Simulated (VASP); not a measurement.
Set up this calculation in VASP 6.6.1, as the native input.

```yaml
Task: single point
Functional: PBE
Potentials_or_basis: VASP PAW PBE potentials, release 64 (Rh_pv)
Cutoff: 520 eV
k_mesh: 20 × 20 × 20
Occupations: gaussian, width 0.05 eV
Spin: no spin polarisation
Dipole_correction: no
Further_INCAR_settings: ALGO = Normal; EDIFF = 1e-06; NBANDS = 14
```

The structure of Rh lies in POSCAR:

```
Rh
1.0
   -1.5349773982      1.5349773982      1.5349773982
    1.5349773982     -1.5349773982      1.5349773982
    1.5349773982      1.5349773982     -1.5349773982
Rh
1
Direct
    0.0000000000      0.0000000000      0.0000000000
```

The cell was built by a generator and needn't be a form met in nature.

The input as run:

INCAR

```
SYSTEM = Rh
PREC = Accurate ; ENCUT = 520
EDIFF = 1E-6 ; ISMEAR = 0
SIGMA = 0.05 ; LREAL = .FALSE.
LASPH = .TRUE. ; NELM = 80
ALGO = Normal ; ISIF = 2
LWAVE = .FALSE. ; LCHARG = .FALSE.
GGA = PE ; NBANDS = 14
```

KPOINTS

```
regular mesh
0
G
  20 20 20
  0 0 0
```

Potentials or basis: VASP PAW PBE potentials, release 64 (Rh_pv).

Command:

```console
$ cat potpaw_PBE.64/Rh_pv/POTCAR > POTCAR
$ mpirun -np 1 vasp_std > vasp.out
```

Results of the run:

- Pressure: -0.1 GPa
- Band gap on the k mesh: none (metal or under the smearing width)

It took 22 s on 1 thread of Intel(R) Xeon(R) Platinum 8488C (Sapphire Rapids) (shared host), peak memory 0.16 GiB.
